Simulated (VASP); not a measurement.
# Na (I4/mmm) in VASP: notebook

Runs on Na. Level: PBE. Tasks: single point.

All numbers are computed with VASP 6.6.1; they aren't measurements. Logs are shortened: lines on timing, memory, paths and dates and some standing lists are left out, and cuts for length are marked.

## 1. The structure

Symmetry: I4/mmm, No. 139, tetragonal system. The conventional cell has a = 3.777 Å, b = 3.777 Å, c = 5.275 Å, α = 90.00°, β = 90.00°, γ = 90.00°. Na (site symmetry 4/mmm) is surrounded by 12 Na at 3.75 to 3.78 Å.

This isn't the form of Na at room conditions, which is bcc.

## 2. Single point, PBE

Input file INCAR:

```
PREC = Accurate
ENCUT = 900
EDIFF = 1E-6
ISMEAR = 1
SIGMA = 0.1
LREAL = F
LASPH = T
NELM = 100
ALGO = Normal
ISIF = 2
LWAVE = F
LCHARG = F
GGA = PE
NBANDS = 10
ADDGRID = F
```

Input file KPOINTS:

```
Automatic mesh
0
Gamma
  5 5 5
```

Input file POSCAR:

```
Na
1.0
   -1.8882910800      1.8882910800      2.6372766800
    1.8882910800     -1.8882910800      2.6372766800
    1.8882910800      1.8882910800     -2.6372766800
Na
1
Direct
    0.0000000000      0.0000000000      0.0000000000
```

Potentials or basis: VASP PAW PBE potentials, release 64 (Na_pv).

Command:

```
$ cat potpaw_PBE.64/Na_pv/POTCAR > POTCAR
$ mpirun -np 1 vasp_std > vasp.out
```

OUTCAR:

```text
PREC = Accurate
   ENCUT = 900
   EDIFF = 1E-6
   ISMEAR = 1
   LREAL = F
   LASPH = T
   NELM = 100
   ISIF = 2
   GGA = PE

 Found     18 irreducible k-points:

 Following reciprocal coordinates:
            Coordinates               Weight
  0.000000  0.000000  0.000000      1.000000
  0.200000 -0.000000  0.000000      8.000000
  0.400000 -0.000000  0.000000      8.000000
  0.200000  0.200000  0.000000      8.000000
  0.400000  0.200000  0.000000     16.000000
 -0.400000  0.200000 -0.000000     16.000000
   k-points           NKPTS =     18   k-points in BZ     NKDIM =     18   number of bands    NBANDS=     10
   number of dos      NEDOS =    301   number of ions     NIONS =      1
   total plane-waves  NPLWV =  64000
   dimension x,y,z NGX =    40 NGY =   40 NGZ =   40
   dimension x,y,z NGXF=    80 NGYF=   80 NGZF=   80
   ions per type =               1
   NGX,Y,Z   is equivalent  to a cutoff of  17.72, 17.72, 17.72 a.u.
   NGXF,Y,Z  is equivalent  to a cutoff of  35.44, 35.44, 35.44 a.u.
 SYSTEM =  unknown system
   PREC   = accura    normal or accurate (medium, high low for compatibility)
   ISTART =      0    job   : 0-new  1-cont  2-samecut
   ICHARG =      2    charge: 1-file 2-atom 10-const
   ISPIN  =      1    spin polarized calculation?
   LNONCOLLINEAR =      F non collinear calculations
   LSORBIT =      F    spin-orbit coupling
   LASPH  =      T    aspherical Exc in radial PAW
   ENCUT  =  900.0 eV  66.15 Ry    8.13 a.u.   9.18  9.18  9.18*2*pi/ulx,y,z
   NELM   =    100;   NELMIN=  2; NELMDL= -5     # of ELM steps
   EDIFF  = 0.1E-05   stopping-criterion for ELM
   LREAL  =      F    real-space projection
   EDIFFG = 0.1E-04   stopping-criterion for IOM
   NSW    =      0    number of steps for IOM
   IBRION =     -1    ionic relax: 0-MD 1-quasi-New 2-CG
   NFREE  =      0    steps in history (QN), initial steepest desc. (CG)
   ISIF   =      2    stress and relaxation
   ISYM   =      2    0-nonsym 1-usesym 2-fastsym
   POTIM  = 0.5000    time-step for ionic-motion
   TEBEG  =    0.0;   TEEND  =   0.0 temperature during run
   PSTRESS=    0.0 pullay stress
   NELECT =       7.0000    total number of electrons
   NUPDOWN=      -1.0000    fix difference up-down
   EMIN   =  10.00;   EMAX   =-10.00  energy-range for DOS
   EFERMI =   0.00;   METHOD = LEGACY
   ISMEAR =     1;   SIGMA  =   0.10  broadening in eV -4-tet -1-fermi 0-gaus
   EFERMI_NEDOS =   21; number of points for ismear=-14 and -15
   IALGO  =     38    algorithm
   IMIX   =      4    mixing-type and parameters
     AMIX     =   0.40;   BMIX     =  1.00
     AMIX_MAG =   1.60;   BMIX_MAG =  1.00
  volume/ion in A,a.u.               =      37.61       253.83
  Fermi-wavevector in a.u.,A,eV,Ry     =   0.934666  1.766262 11.886050  0.873600
  Thomas-Fermi vector in A             =   2.061494
   LORBIT       =      0    0 simple, 1 ext, 2 COOP (PROOUT), +10 PAW based schemes
   GGA     = PE    functional components
   LHFCALC =     F    Hartree Fock is set to
   AEXX    =    0.0000 exact exchange contribution
   IVDW    =     0    specifies the selected vdW correction
   LEPSILON=     F    determine dielectric tensor
   LRPA    =     F    only Hartree local field effects (RPA)
 non-spin polarized calculation
 Methfessel and Paxton  Order N= 1 SIGMA  =   0.10
  energy-cutoff  :      900.00
  volume of cell :       37.61
 maximum number of plane-waves:      2325
 NGX is ok and might be reduce to    40
   NGX = 19   NGY = 19   NGZ = 19

 number of electron       7.0000001 magnetization

 Free energy of the ion-electron system (eV)
  ---------------------------------------------------
  ext. energy  EPLUGINS =         0.00000000
  ---------------------------------------------------
  free energy    TOTEN  =        -1.35509700 eV

  energy without entropy =       -1.35432479  energy(sigma->0) =       -1.35483960

 E-fermi :   0.4582     XC(G=0):  -6.4633

 val. band max:        0.4202521110   @ k =  -0.4000   0.4000   0.0000
 cond. band min:       0.5036199488   @ k =  -0.4000  -0.4000   0.4000
 fundamental gap:      0.0833678379
 Fermi energy:         0.4582016130

 k-point     1 :       0.0000    0.0000    0.0000
  band No.  band energies     occupation
      1     -24.6222      2.00000
      2     -24.6216      2.00000
      3     -24.6216      2.00000
      4      -2.9605      2.00000
      5      11.2812      0.00000
      6      11.2812      0.00000
      7      11.3232      0.00000
      8      12.3827      0.00000
      9      12.8256      0.00000
     10      12.8257      0.00000

 k-point     2 :       0.2000   -0.0000    0.0000
  band No.  band energies     occupation
      1     -24.6333      2.00000
      2     -24.6235      2.00000
      3     -24.6233      2.00000
      4      -2.3044      2.00000
      5       6.8894      0.00000
      6      10.5361      0.00000
      7      10.6178      0.00000
      8      11.8214      0.00000
      9      13.3622      0.00000
     10      13.5991      0.00000

 k-point     3 :       0.4000   -0.0000    0.0000
  band No.  band energies     occupation
      1     -24.6518      2.00000
      2     -24.6261      2.00000
      3     -24.6259      2.00000
      4      -0.3847      2.00000
      5       2.7399      0.00000
      6      10.2282      0.00000
      7      10.3743      0.00000
      8      11.3825      0.00000
      9      11.5634      0.00000
     10      11.7897      0.00000

 k-point     4 :       0.2000    0.2000    0.0000
  band No.  band energies     occupation
      1     -24.6423      2.00000
      2     -24.6308      2.00000
      3     -24.6247      2.00000
      4      -1.2217      2.00000
      5       5.5045      0.00000
      6       6.4281      0.00000
      7      10.6659      0.00000
      8      11.6174      0.00000
      9      12.9763      0.00000
     10      14.1549      0.00000

 k-point     5 :       0.4000    0.2000    0.0000
  band No.  band energies     occupation
      1     -24.6506      2.00000
      2     -24.6346      2.00000
      3     -24.6280      2.00000
      4       1.0527     -0.00000
      5       2.1306     -0.00000
      6       6.1667      0.00000
      7       9.0205      0.00000
      8       9.8440      0.00000
      9      13.7624      0.00000
     10      14.8622      0.00000

 k-point     6 :      -0.4000    0.2000   -0.0000
  band No.  band energies     occupation
      1     -24.6460      2.00000
      2     -24.6303      2.00000
      3     -24.6288      2.00000
      4      -0.6078      2.00000
      5       4.5291      0.00000
      6       7.3772      0.00000
      7       8.4755      0.00000
      8       9.2518      0.00000
      9      13.0295      0.00000
     10      15.0881      0.00000

 [... further k-points ...]

------------------------ aborting loop because EDIFF is reached ----------------------------------------

  FORCE on cell =-STRESS in cart. coord.  units (eV):
  Direction    XX          YY          ZZ          XY          YZ          ZX
  --------------------------------------------------------------------------------------
  -------------------------------------------------------------------------------------
  Total       -0.0197567     -0.0197567     -0.1211212      0.0000000     -0.0000000     -0.0000000
  in kB       -0.8415339     -0.8415339     -5.1591388      0.0000000     -0.0000000     -0.0000000
  external PRESSURE =      -2.2807356 kB  Pullay stress =       0.0000000 kB

 VOLUME and BASIS-vectors are now :
 -----------------------------------------------------------------------------
  energy-cutoff  :      900.00
  volume of cell :       37.61
      direct lattice vectors                 reciprocal lattice vectors
    -1.888291080  1.888291080  2.637276680     0.000000000  0.264789685  0.189589512
     1.888291080 -1.888291080  2.637276680     0.264789685  0.000000000  0.189589512
     1.888291080  1.888291080 -2.637276680     0.264789685  0.264789685  0.000000000

 POSITION                                       TOTAL-FORCE (eV/Angst)
 -----------------------------------------------------------------------------------
      0.00000      0.00000      0.00000        -0.000000      0.000000     -0.000000
 -----------------------------------------------------------------------------------
    total drift:                               -0.000000     -0.000000     -0.000000

  FREE ENERGIE OF THE ION-ELECTRON SYSTEM (eV)
  ---------------------------------------------------
  free  energy   TOTEN  =        -1.3550969992 eV

  energy  without entropy=       -1.3543247880  energy(sigma->0) =       -1.35483960
```

Wall time 7.2 s (1 thread of AMD EPYC 9R45 (Zen 5), shared host); peak memory 0.19 GiB.

These settings aren't checked as converged: the numbers below hold their error.

Results:

```
Free energy            : -1.3551 eV
Pressure               : -0.2 GPa
Band gap on the k mesh : none (metal or under the smearing width)
```

Caveat: the k mesh is coarse (spacing up to 0.47 Å⁻¹), so the values aren't converged.

## 3. Single point, PBE

INCAR, as its differences from that of step 2:

```diff
@@ -1,3 +1,3 @@
 PREC = Accurate
-ENCUT = 900
+ENCUT = 280
 EDIFF = 1E-6
```

Input file KPOINTS:

```
Automatic mesh
0
Gamma
  9 9 9
```

POSCAR is that of step 2.

Potentials or basis: VASP PAW PBE potentials, release 64 (Na_pv).

Command:

```
$ cat potpaw_PBE.64/Na_pv/POTCAR > POTCAR
$ mpirun -np 1 vasp_std > vasp.out
```

OUTCAR:

```text
PREC = Accurate
   ENCUT = 280
   EDIFF = 1E-6
   ISMEAR = 1
   LREAL = F
   LASPH = T
   NELM = 100
   ISIF = 2
   GGA = PE

 Found     75 irreducible k-points:

 Following reciprocal coordinates:
            Coordinates               Weight
  0.000000  0.000000  0.000000      1.000000
  0.111111 -0.000000  0.000000      8.000000
  0.222222 -0.000000  0.000000      8.000000
  0.333333 -0.000000  0.000000      8.000000
  0.444444 -0.000000  0.000000      8.000000
  0.111111  0.111111  0.000000      8.000000
   k-points           NKPTS =     75   k-points in BZ     NKDIM =     75   number of bands    NBANDS=     10
   number of dos      NEDOS =    301   number of ions     NIONS =      1
   total plane-waves  NPLWV =   8000
   dimension x,y,z NGX =    20 NGY =   20 NGZ =   20
   dimension x,y,z NGXF=    40 NGYF=   40 NGZF=   40
   ions per type =               1
   NGX,Y,Z   is equivalent  to a cutoff of   8.86,  8.86,  8.86 a.u.
   NGXF,Y,Z  is equivalent  to a cutoff of  17.72, 17.72, 17.72 a.u.
 SYSTEM =  unknown system
   PREC   = accura    normal or accurate (medium, high low for compatibility)
   ISTART =      0    job   : 0-new  1-cont  2-samecut
   ICHARG =      2    charge: 1-file 2-atom 10-const
   ISPIN  =      1    spin polarized calculation?
   LNONCOLLINEAR =      F non collinear calculations
   LSORBIT =      F    spin-orbit coupling
   LASPH  =      T    aspherical Exc in radial PAW
   ENCUT  =  280.0 eV  20.58 Ry    4.54 a.u.   5.12  5.12  5.12*2*pi/ulx,y,z
   NELM   =    100;   NELMIN=  2; NELMDL= -5     # of ELM steps
   EDIFF  = 0.1E-05   stopping-criterion for ELM
   LREAL  =      F    real-space projection
   EDIFFG = 0.1E-04   stopping-criterion for IOM
   NSW    =      0    number of steps for IOM
   IBRION =     -1    ionic relax: 0-MD 1-quasi-New 2-CG
   NFREE  =      0    steps in history (QN), initial steepest desc. (CG)
   ISIF   =      2    stress and relaxation
   ISYM   =      2    0-nonsym 1-usesym 2-fastsym
   POTIM  = 0.5000    time-step for ionic-motion
   TEBEG  =    0.0;   TEEND  =   0.0 temperature during run
   PSTRESS=    0.0 pullay stress
   NELECT =       7.0000    total number of electrons
   NUPDOWN=      -1.0000    fix difference up-down
   EMIN   =  10.00;   EMAX   =-10.00  energy-range for DOS
   EFERMI =   0.00;   METHOD = LEGACY
   ISMEAR =     1;   SIGMA  =   0.10  broadening in eV -4-tet -1-fermi 0-gaus
   EFERMI_NEDOS =   21; number of points for ismear=-14 and -15
   IALGO  =     38    algorithm
   IMIX   =      4    mixing-type and parameters
     AMIX     =   0.40;   BMIX     =  1.00
     AMIX_MAG =   1.60;   BMIX_MAG =  1.00
  volume/ion in A,a.u.               =      37.61       253.83
  Fermi-wavevector in a.u.,A,eV,Ry     =   0.934666  1.766262 11.886050  0.873600
  Thomas-Fermi vector in A             =   2.061494
   LORBIT       =      0    0 simple, 1 ext, 2 COOP (PROOUT), +10 PAW based schemes
   GGA     = PE    functional components
   LHFCALC =     F    Hartree Fock is set to
   AEXX    =    0.0000 exact exchange contribution
   IVDW    =     0    specifies the selected vdW correction
   LEPSILON=     F    determine dielectric tensor
   LRPA    =     F    only Hartree local field effects (RPA)
 non-spin polarized calculation
 Methfessel and Paxton  Order N= 1 SIGMA  =   0.10
  energy-cutoff  :      280.00
  volume of cell :       37.61
 maximum number of plane-waves:       411
   NGX = 11   NGY = 11   NGZ = 11

 number of electron       7.0000010 magnetization

 Free energy of the ion-electron system (eV)
  ---------------------------------------------------
  ext. energy  EPLUGINS =         0.00000000
  ---------------------------------------------------
  free energy    TOTEN  =        -1.30728875 eV

  energy without entropy =       -1.30574792  energy(sigma->0) =       -1.30677514

 E-fermi :   0.3876     XC(G=0):  -6.4659

 val. band max:        0.3657038385   @ k =  -0.4444   0.3333  -0.0000
 cond. band min:       0.4014053614   @ k =   0.3333   0.2222   0.0000
 fundamental gap:      0.0357015228
 Fermi energy:         0.3876094486

 k-point     1 :       0.0000    0.0000    0.0000
  band No.  band energies     occupation
      1     -24.6179      2.00000
      2     -24.6173      2.00000
      3     -24.6173      2.00000
      4      -2.9639      2.00000
      5      11.2775      0.00000
      6      11.2776      0.00000
      7      11.3196      0.00000
      8      12.3801      0.00000
      9      12.8229      0.00000
     10      12.8232      0.00000

 k-point     2 :       0.1111   -0.0000    0.0000
  band No.  band energies     occupation
      1     -24.6204      2.00000
      2     -24.6176      2.00000
      3     -24.6176      2.00000
      4      -2.7604      2.00000
      5       9.0113      0.00000
      6      10.9082      0.00000
      7      10.9609      0.00000
      8      12.2527      0.00000
      9      13.4840      0.00000
     10      13.5035      0.00000

 k-point     3 :       0.2222   -0.0000    0.0000
  band No.  band energies     occupation
      1     -24.6305      2.00000
      2     -24.6188      2.00000
      3     -24.6187      2.00000
      4      -2.1549      2.00000
      5       6.3777      0.00000
      6      10.4594      0.00000
      7      10.5483      0.00000
      8      11.7294      0.00000
      9      13.1068      0.00000
     10      13.3461      0.00000

 k-point     4 :       0.3333   -0.0000    0.0000
  band No.  band energies     occupation
      1     -24.6422      2.00000
      2     -24.6204      2.00000
      3     -24.6203      2.00000
      4      -1.1610      2.00000
      5       4.0072      0.00000
      6      10.2437      0.00000
      7      10.3685      0.00000
      8      11.4448      0.00000
      9      12.0197      0.00000
     10      12.2433      0.00000

 k-point     5 :       0.4444   -0.0000    0.0000
  band No.  band energies     occupation
      1     -24.6494      2.00000
      2     -24.6217      2.00000
      3     -24.6214      2.00000
      4       0.1941      2.01960
      5       1.9619     -0.00000
      6      10.2390      0.00000
      7      10.3972      0.00000
      8      11.3410      0.00000
      9      11.3601      0.00000
     10      11.6137      0.00000

 k-point     6 :       0.1111    0.1111    0.0000
  band No.  band energies     occupation
      1     -24.6256      2.00000
      2     -24.6195      2.00000
      3     -24.6176      2.00000
      4      -2.4209      2.00000
      5       7.9147      0.00000
      6       8.7880      0.00000
      7      11.8161      0.00000
      8      12.7005      0.00000
      9      13.0951      0.00000
     10      13.2977      0.00000

 [... further k-points ...]

------------------------ aborting loop because EDIFF is reached ----------------------------------------

  FORCE on cell =-STRESS in cart. coord.  units (eV):
  Direction    XX          YY          ZZ          XY          YZ          ZX
  --------------------------------------------------------------------------------------
  -------------------------------------------------------------------------------------
  Total       -0.1066753     -0.1066753     -0.1871364      0.0000000     -0.0000000      0.0000000
  in kB       -4.5438196     -4.5438196     -7.9710459      0.0000000     -0.0000000      0.0000000
  external PRESSURE =      -5.6862284 kB  Pullay stress =       0.0000000 kB

 VOLUME and BASIS-vectors are now :
 -----------------------------------------------------------------------------
  energy-cutoff  :      280.00
  volume of cell :       37.61
      direct lattice vectors                 reciprocal lattice vectors
    -1.888291080  1.888291080  2.637276680     0.000000000  0.264789685  0.189589512
     1.888291080 -1.888291080  2.637276680     0.264789685  0.000000000  0.189589512
     1.888291080  1.888291080 -2.637276680     0.264789685  0.264789685  0.000000000

 POSITION                                       TOTAL-FORCE (eV/Angst)
 -----------------------------------------------------------------------------------
      0.00000      0.00000      0.00000        -0.000000      0.000000     -0.000000
 -----------------------------------------------------------------------------------
    total drift:                                0.000000     -0.000000     -0.000000

  FREE ENERGIE OF THE ION-ELECTRON SYSTEM (eV)
  ---------------------------------------------------
  free  energy   TOTEN  =        -1.3072887480 eV

  energy  without entropy=       -1.3057479194  energy(sigma->0) =       -1.30677514
```

Run time: 4 s. Hardware: 1 thread of AMD EPYC 9R45 (Zen 5), shared host; peak memory 0.09 GiB.

These settings aren't checked as converged: the numbers below hold their error.

Results:

* Free energy: -1.3073 eV
* Band gap on the k mesh: none (metal or under the smearing width)

Caveat: the cutoff is under 1.25 times the usual one of these potentials, so pressure, stress and relaxed cells hold a basis-set (Pulay) error.

## 4. Single point, PBE

INCAR, as its differences from that of step 3:

```diff
@@ -1,3 +1,3 @@
 PREC = Accurate
-ENCUT = 280
+ENCUT = 340
 EDIFF = 1E-6
```

KPOINTS is that of step 3.

POSCAR is that of step 3.

Command:

```
$ cat potpaw_PBE.64/Na_pv/POTCAR > POTCAR
$ mpirun -np 1 vasp_std > vasp.out
```

Run time: 5.7 s. Hardware: 1 thread of AMD EPYC 9R45 (Zen 5), shared host; peak memory 0.1 GiB.

These settings aren't checked as converged: the numbers below hold their error.

What came out:

| Item | Value |
| --- | --- |
| Free energy | -1.3090 eV |
| Pressure | -0.2 GPa |
| Band gap on the k mesh | none (metal or under the smearing width) |

## 5. Single point, PBE

INCAR, as its differences from that of step 4:

```diff
@@ -1,3 +1,3 @@
 PREC = Accurate
-ENCUT = 340
+ENCUT = 280
 EDIFF = 1E-6
```

Input file KPOINTS:

```
Automatic mesh
0
Gamma
  10 10 10
```

POSCAR is that of step 4.

Command:

```
$ cat potpaw_PBE.64/Na_pv/POTCAR > POTCAR
$ mpirun -np 1 vasp_std > vasp.out
```

Run time: 5.1 s. Hardware: 1 thread of AMD EPYC 9R45 (Zen 5), shared host; peak memory 0.09 GiB.

These settings aren't checked as converged: the numbers below hold their error.

What came out:

```yaml
Free_energy: -1.3097 eV
Band_gap_on_the_k_mesh: none (metal or under the smearing width)
```

Caveat: the cutoff is under 1.25 times the usual one of these potentials, so pressure, stress and relaxed cells hold a basis-set (Pulay) error.
